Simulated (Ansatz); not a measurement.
# Si: stiffness from a series of strains

```xyz
2
Lattice="-2.2510 2.3685 1.2750 2.2510 -2.3685 1.2750 2.2510 2.3685 -1.2750" Properties=species:S:1:pos:R:3 pbc="T T T"
Si    0.0000    1.1843    1.4204
Si    2.2510    1.1843   -0.1453
```

Atoms are numbered in the order listed.

Conventional cell: a = 4.502 Å, b = 4.737 Å, c = 2.550 Å, α = 90.00°, β = 90.00°, γ = 90.00°. Around Si (atom 1) lie 8 Si at 2.39 to 2.74 Å.

The cell comes from COD entry 9011656, which wasn't checked; take it as a given geometry.

Computed with DFT, LDA, all-electron LAPW, scalar-relativistic in Ansatz 0.2.0.

Settings: a Γ-centred 16×16×16 k mesh, Fermi–Dirac smearing of 0.05 eV, basis error target 0.5 meV/atom, no spin polarisation.

The strain is applied along the Cartesian axes of the cell as listed (γ is the engineering shear, twice εxy = εyz = εzx). Fractional coordinates are held (clamped ions).

σ is the change of stress from the unstrained cell, which is at 10.79 GPa; tension is positive, so slopes are stress–strain coefficients at that pressure. In a metal the k mesh adds noise.

Only quantities that a quadratic follows smoothly over the whole series are listed; rougher ones are left out.

| γ | σxy (GPa) | σyz (GPa) |
| --- | --- | --- |
| -0.0300 | -2.66 | -2.55 |
| -0.0200 | -1.69 | -1.62 |
| -0.0100 | -0.80 | -0.76 |
| 0.0000 | 0.00 | 0.00 |
| 0.0100 | 0.82 | 0.78 |
| 0.0300 | 2.16 | 2.19 |

Question: Fit the series and read off the stiffness at zero strain.

Answer: Least-squares fits y = p0 + p1 x + p2 x² to the rows give σxy (GPa): p1 = 80.3, p2 = -300; σyz (GPa): p1 = 78.6, p2 = -220.

Question: One run, at γ = 0.0200, is withheld. Predict its row.

Answer: The fits give 1.51, 1.51; the run gave 1.48, 1.43.
